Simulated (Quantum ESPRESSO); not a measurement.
A run of Quantum ESPRESSO 7.5:

File pw.in:

```
&CONTROL
  calculation = 'scf'
  prefix = 'pwscf'
  outdir = './tmp'
  pseudo_dir = './pseudo'
  tprnfor = .true.
  tstress = .true.
  disk_io = 'low'
/
&SYSTEM
  ibrav = 0
  nat = 2
  ntyp = 2
  ecutwfc = 36
  ecutrho = 216
  nbnd = 16
  occupations = 'smearing'
  smearing = 'mv'
  degauss = 0.00999582
/
&ELECTRONS
  conv_thr = 4d-10
  electron_maxstep = 120
  mixing_beta = 0.5
/
ATOMIC_SPECIES
Mo    95.9500 Mo.GGA_PBE-JTH.UPF
P     30.9738 P.GGA_PBE-JTH.UPF
CELL_PARAMETERS angstrom
   3.2230000000    0.0000000000    0.0000000000
  -1.6115000000    2.7911998764    0.0000000000
   0.0000000000    0.0000000000    3.1910000000
ATOMIC_POSITIONS crystal
Mo     0.0000000000    0.0000000000    0.0000000000
P      0.3333333333    0.6666666667    0.5000000000
K_POINTS automatic
8 8 8 0 0 0
```

The input relax.in:

```
&CONTROL
  calculation = 'vc-relax'
  prefix = 'pwscf'
  outdir = './tmp'
  pseudo_dir = './pseudo'
  tprnfor = .true.
  tstress = .true.
  disk_io = 'low'
  nstep = 40
  forc_conv_thr = 0.0001
  etot_conv_thr = 1d-06
/
&SYSTEM
  ibrav = 0
  nat = 2
  ntyp = 2
  ecutwfc = 36
  ecutrho = 216
  nbnd = 16
  occupations = 'smearing'
  smearing = 'mv'
  degauss = 0.00999582
/
&ELECTRONS
  conv_thr = 4d-10
  electron_maxstep = 120
  mixing_beta = 0.5
/
&IONS
  ion_dynamics = 'bfgs'
/
&CELL
  cell_dynamics = 'bfgs'
  press = 0
  press_conv_thr = 0.2
/
ATOMIC_SPECIES
Mo    95.9500 Mo.GGA_PBE-JTH.UPF
P     30.9738 P.GGA_PBE-JTH.UPF
CELL_PARAMETERS angstrom
   3.2230000000    0.0000000000    0.0000000000
  -1.6115000000    2.7911998764    0.0000000000
   0.0000000000    0.0000000000    3.1910000000
ATOMIC_POSITIONS crystal
Mo     0.0000000000    0.0000000000    0.0000000000
P      0.3333333333    0.6666666667    0.5000000000
K_POINTS automatic
8 8 8 0 0 0
```

scf2.in

```
&CONTROL
  calculation = 'scf'
  prefix = 'pwscf'
  outdir = './tmp'
  pseudo_dir = './pseudo'
  tprnfor = .true.
  tstress = .true.
  disk_io = 'low'
/
&SYSTEM
  ibrav = 0
  nat = 2
  ntyp = 2
  ecutwfc = 36
  ecutrho = 216
  nbnd = 16
  occupations = 'smearing'
  smearing = 'mv'
  degauss = 0.00999582
/
&ELECTRONS
  conv_thr = 1d-13
  electron_maxstep = 120
  mixing_beta = 0.5
  startingpot = 'file'
  startingwfc = 'file'
/
ATOMIC_SPECIES
Mo    95.9500 Mo.GGA_PBE-JTH.UPF
P     30.9738 P.GGA_PBE-JTH.UPF
CELL_PARAMETERS angstrom
   3.2374006256    0.0000000000    0.0000000000
  -1.6187003128    2.8036711840    0.0000000000
   0.0000000000    0.0000000000    3.2020618298
ATOMIC_POSITIONS crystal
Mo     0.0000000000    0.0000000000    0.0000000000
P      0.3333333333    0.6666666667    0.5000000000
K_POINTS automatic
8 8 8 0 0 0
```

The input ph.in:

```
phonon_bands of MoP
&INPUTPH
  prefix = 'pwscf'
  outdir = './tmp'
  tr2_ph = 1d-16
  fildyn = 'dyn'
  niter_ph = 60
  alpha_mix(1) = 0.4
  ldisp = .true.
  nq1 = 2
  nq2 = 2
  nq3 = 2
/
```

The input q2r.in:

```
&INPUT
  fildyn = 'dyn'
  zasr = 'crystal'
  flfrc = 'fc'
/
```

File matdyn.in:

```
&INPUT
  asr = 'crystal'
  flfrc = 'fc'
  flfrq = 'freq'
  q_in_cryst_coord = .true.
  flvec = ' '
/
80
 0.0000000000  0.0000000000  0.0000000000
 0.0555555556  0.0000000000  0.0000000000
 0.1111111111  0.0000000000  0.0000000000
 0.1666666667  0.0000000000  0.0000000000
 0.2222222222  0.0000000000  0.0000000000
 0.2777777778  0.0000000000  0.0000000000
 0.3333333333  0.0000000000  0.0000000000
 0.3888888889  0.0000000000  0.0000000000
 0.4444444444  0.0000000000  0.0000000000
 0.5000000000  0.0000000000  0.0000000000
 0.4666666667  0.0666666667  0.0000000000
 0.4333333333  0.1333333333  0.0000000000
 0.4000000000  0.2000000000  0.0000000000
 0.3666666667  0.2666666667  0.0000000000
 0.3333333333  0.3333333333  0.0000000000
 0.3030303030  0.3030303030  0.0000000000
 0.2727272727  0.2727272727  0.0000000000
 0.2424242424  0.2424242424  0.0000000000
 0.2121212121  0.2121212121  0.0000000000
 0.1818181818  0.1818181818  0.0000000000
 0.1515151515  0.1515151515  0.0000000000
 0.1212121212  0.1212121212  0.0000000000
 0.0909090909  0.0909090909  0.0000000000
 0.0606060606  0.0606060606  0.0000000000
 0.0303030303  0.0303030303  0.0000000000
 0.0000000000  0.0000000000  0.0000000000
 0.0000000000  0.0000000000  0.0625000000
 0.0000000000  0.0000000000  0.1250000000
 0.0000000000  0.0000000000  0.1875000000
 0.0000000000  0.0000000000  0.2500000000
 0.0000000000  0.0000000000  0.3125000000
 0.0000000000  0.0000000000  0.3750000000
 0.0000000000  0.0000000000  0.4375000000
 0.0000000000  0.0000000000  0.5000000000
 0.0555555556  0.0000000000  0.5000000000
 0.1111111111  0.0000000000  0.5000000000
 0.1666666667  0.0000000000  0.5000000000
 0.2222222222  0.0000000000  0.5000000000
 0.2777777778  0.0000000000  0.5000000000
 0.3333333333  0.0000000000  0.5000000000
 0.3888888889  0.0000000000  0.5000000000
 0.4444444444  0.0000000000  0.5000000000
 0.5000000000  0.0000000000  0.5000000000
 0.4666666667  0.0666666667  0.5000000000
 0.4333333333  0.1333333333  0.5000000000
 0.4000000000  0.2000000000  0.5000000000
 0.3666666667  0.2666666667  0.5000000000
 0.3333333333  0.3333333333  0.5000000000
 0.3055555556  0.3055555556  0.5000000000
 0.2777777778  0.2777777778  0.5000000000
 0.2500000000  0.2500000000  0.5000000000
 0.2222222222  0.2222222222  0.5000000000
 0.1944444444  0.1944444444  0.5000000000
 0.1666666667  0.1666666667  0.5000000000
 0.1388888889  0.1388888889  0.5000000000
 0.1111111111  0.1111111111  0.5000000000
 0.0833333333  0.0833333333  0.5000000000
 0.0555555556  0.0555555556  0.5000000000
 0.0277777778  0.0277777778  0.5000000000
 0.0000000000  0.0000000000  0.5000000000
 0.5000000000  0.0000000000  0.5000000000
 0.5000000000  0.0000000000  0.4444444444
 0.5000000000  0.0000000000  0.3888888889
 0.5000000000  0.0000000000  0.3333333333
 0.5000000000  0.0000000000  0.2777777778
 0.5000000000  0.0000000000  0.2222222222
 0.5000000000  0.0000000000  0.1666666667
 0.5000000000  0.0000000000  0.1111111111
 0.5000000000  0.0000000000  0.0555555556
 0.5000000000  0.0000000000  0.0000000000
 0.3333333333  0.3333333333  0.0000000000
 0.3333333333  0.3333333333  0.0555555556
 0.3333333333  0.3333333333  0.1111111111
 0.3333333333  0.3333333333  0.1666666667
 0.3333333333  0.3333333333  0.2222222222
 0.3333333333  0.3333333333  0.2777777778
 0.3333333333  0.3333333333  0.3333333333
 0.3333333333  0.3333333333  0.3888888889
 0.3333333333  0.3333333333  0.4444444444
 0.3333333333  0.3333333333  0.5000000000
```

File matdyn_dos.in:

```
&INPUT
  asr = 'crystal'
  flfrc = 'fc'
  dos = .true.
  fldos = 'phdos'
  nk1 = 12
  nk2 = 12
  nk3 = 12
  deltaE = 2
  flvec = ' '
  flfrq = ' '
/
```

Potentials or basis: JTH 2.0 PBE.

The run is started by

```sh
$ OMP_NUM_THREADS=1 pw.x -in pw.in > pw.out
$ OMP_NUM_THREADS=1 pw.x -in relax.in > relax.out
$ OMP_NUM_THREADS=1 pw.x -in scf2.in > scf2.out
$ OMP_NUM_THREADS=1 ph.x -in ph.in > ph.out
$ OMP_NUM_THREADS=1 q2r.x -in q2r.in > q2r.out
$ OMP_NUM_THREADS=1 matdyn.x -in matdyn.in > matdyn.out
$ OMP_NUM_THREADS=1 matdyn.x -in matdyn_dos.in > matdyn_dos.out
```

Hardware: 1 thread of Arm Neoverse V1 (shared host).

Estimate the wall time of this run.

Wall time 19 min on 1 thread of Arm Neoverse V1 (shared host), peak memory 0.11 GiB. Counts: scf iterations 62, k pools 1, bands 16, ion steps 5, k points 50, g dense 10403.
